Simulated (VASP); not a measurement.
The system is Si7Ge.

```
Si Ge
1.0
     0.00000    5.47870    5.47870
     5.47870    0.00000    5.47870
     5.47870    5.47870    0.00000
Si Ge
14 2
Direct
  0.00000 0.00000 0.00000
  0.00000 0.50000 0.00000
  0.00000 0.50000 0.50000
  0.12500 0.12500 0.12500
  0.12500 0.12500 0.62500
  0.12500 0.62500 0.12500
  0.12500 0.62500 0.62500
  0.50000 0.00000 0.00000
  0.50000 0.00000 0.50000
  0.50000 0.50000 0.00000
  0.50000 0.50000 0.50000
  0.62500 0.12500 0.12500
  0.62500 0.12500 0.62500
  0.62500 0.62500 0.12500
  0.00000 0.00000 0.50000
  0.62500 0.62500 0.62500
```

The cell comes from a database or a generator and needn't be the stable form of this composition.

* Program: VASP 6.6.1
* Task: relaxation of cell and atoms
* Functional: PBE
* Potentials or basis: VASP PAW PBE potentials, release 64 (Si, Ge_d)
* Cutoff: 400 eV
* k mesh: 6 × 6 × 6
* Occupations: gaussian, width 0.01 eV
* Spin: no spin polarisation

At the start: pressure 0.9 GPa; volume 20.56 Å³/atom.

Question: Where does the relaxation end?

Answer: Over 7 steps the energy falls by 4.1 meV/atom and the volume is 20.78 Å³/atom (+1.1 %); space group R-3m (No. 166, to 0.05 Å).

The path:
```tsv
step	energy change (eV)	largest force (eV/Å)	pressure (GPa)	volume (Å³)
1	0.0000	0.4808	0.95	328.90
2	-0.0582	0.0998	-0.56	334.71
3	-0.0583	0.1087	-0.52	334.56
4	-0.0646	0.0227	0.11	332.01
5	-0.0648	0.0099	0.01	332.38
6	-0.0648	0.0095	-0.01	332.43
7	-0.0648	0.0050	0.00	332.41
```

Final structure:
```
CELL_PARAMETERS angstrom
0.00000 5.49820 5.49820
5.49820 0.00000 5.49820
5.49805 5.49805 0.00015
ATOMIC_POSITIONS crystal
Si 0.00010 0.00010 0.00000
Si 0.00010 0.49979 0.00000
Si 0.00457 0.49845 0.49853
Si 0.12651 0.12651 0.12046
Si 0.12655 0.12655 0.62647
Si 0.12521 0.62490 0.12500
Si 0.12655 0.62043 0.62647
Si 0.49979 0.00010 0.00000
Si 0.49845 0.00457 0.49853
Si 0.49849 0.49849 0.00454
Si 0.49845 0.49845 0.49853
Si 0.62490 0.12521 0.12500
Si 0.62043 0.12655 0.62647
Si 0.62490 0.62490 0.12500
Ge 0.00005 0.00005 0.49986
Ge 0.62495 0.62495 0.62514
```
